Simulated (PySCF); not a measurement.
**N,N-Dimethylacetamide: calculation and literature**

Geometry (Å), atoms numbered from 1 in this order:
```xyz
15

C     1.982   -0.262   -0.237
C     0.817    0.642   -0.583
O     0.981    1.717   -1.128
N    -0.417    0.193   -0.243
C    -1.575    0.972   -0.620
C    -0.693   -1.090    0.353
H     2.887    0.192   -0.631
H     1.854   -1.249   -0.675
H     2.083   -0.359    0.843
H    -2.199    0.417   -1.325
H    -1.223    1.887   -1.091
H    -2.168    1.221    0.262
H    -1.596   -1.008    0.959
H    -0.861   -1.858   -0.410
H     0.122   -1.408    0.999
```

Theoretical values (PySCF 2.14.0 with density-fitted response routines): σ from GIAO-PBE0/pcSseg-1, coordinates at the GFN2-xTB level. Gas phase, averaged over atoms made equivalent by symmetry, fast rotation or ring inversion, a single conformation, non-relativistic Hamiltonian.

Reference values: measured (solution, THF-d8, 298 K; Fulmer et al., Organometallics 2010, 29, 2176).
| atoms | quantity | reference | computed | computed, scaled |
| --- | --- | --- | --- | --- |
| C2 | δ ¹³C | 169.8 | 169.9 | 164.0 |
| C1 | δ ¹³C | 21.1 | 23.6 | 20.9 |
| H7/H8/H9 | δ ¹H | 1.94 | 2.00 | 1.99 |

Reference values: measured (solution, CD2Cl2, 298 K; Fulmer et al., Organometallics 2010, 29, 2176).
| atoms | quantity | reference | computed | computed, scaled |
| --- | --- | --- | --- | --- |
| C2 | δ ¹³C | 171.1 | 169.9 | 164.0 |
| C1 | δ ¹³C | 21.6 | 23.6 | 20.9 |
| H7/H8/H9 | δ ¹H | 2.02 | 2.00 | 1.99 |

Reference values: measured (solution, C6D5Cl, 298 K; Fulmer et al., Organometallics 2010, 29, 2176).
| atoms | quantity | reference | computed | computed, scaled |
| --- | --- | --- | --- | --- |
| C2 | δ ¹³C | 169.8 | 169.9 | 164.0 |
| C1 | δ ¹³C | 21.0 | 23.6 | 20.9 |

Reference values: measured (solution, C6D6, 298 K; Fulmer et al., Organometallics 2010, 29, 2176).
```json
{"atoms": "C2", "quantity": "δ ¹³C", "reference": "169.9", "computed": "169.9", "computed, scaled": "164.0"}
{"atoms": "C1", "quantity": "δ ¹³C", "reference": "21.2", "computed": "23.6", "computed, scaled": "20.9"}
```

Reference values: measured (solution, CDCl3, 298 K; Fulmer et al., Organometallics 2010, 29, 2176).
```json
{"atoms": "C2", "quantity": "δ ¹³C", "reference": "171.1", "computed": "169.9", "computed, scaled": "164.0"}
{"atoms": "C1", "quantity": "δ ¹³C", "reference": "21.5", "computed": "23.6", "computed, scaled": "20.9"}
{"atoms": "H7/H8/H9", "quantity": "δ ¹H", "reference": "2.09", "computed": "2.00", "computed, scaled": "1.99"}
```

Reference values: measured (solution, acetone-d6, 298 K; Fulmer et al., Organometallics 2010, 29, 2176).
```tsv
atoms	quantity	reference	computed	computed, scaled
C2	δ ¹³C	170.6	169.9	164.0
C1	δ ¹³C	21.5	23.6	20.9
H7/H8/H9	δ ¹H	1.97	2.00	1.99
```

Computed shifts are σ(ref) − σ with the named reference compound (TMS for H and C) calculated as an isolated molecule at the same level. The measured values may be among those fitted. Shieldings were converted by linear fits to measured shifts (mostly CDCl3, TMS scale, for H and C): ¹H: δ = 30.01 − 0.943σ (rms 0.16 ppm, 131 shifts, 0.17 ppm with the 2 outliers that the fit left out); ¹³C: δ = 180.61 − 0.978σ (rms 2.1 ppm, 210 shifts, 2.3 ppm with the 2 outliers that the fit left out). Occasional misses reach two or three times the rms, and more in compound classes unlike the fitted ones.

Task: How far are the unscaled ¹³C shifts from the references?

Result: Mean signed difference +0.90 ppm, mean absolute 1.42 ppm over 12 comparisons; the largest is +2.6 ppm at C1 (methyl carbon α to a carbonyl).

Task: How far are the unscaled ¹H shifts from the references?

Result: Mean signed difference -0.00 ppm, mean absolute 0.05 ppm over 4 comparisons; the largest is -0.09 ppm at H7/H8/H9 (hydrogen on a methyl carbon α to a carbonyl).

16 of the 39 published NMR values on file for this molecule are compared. The rest: values from further sources, protons in aromatic solvents, values whose atom or origin is in doubt.
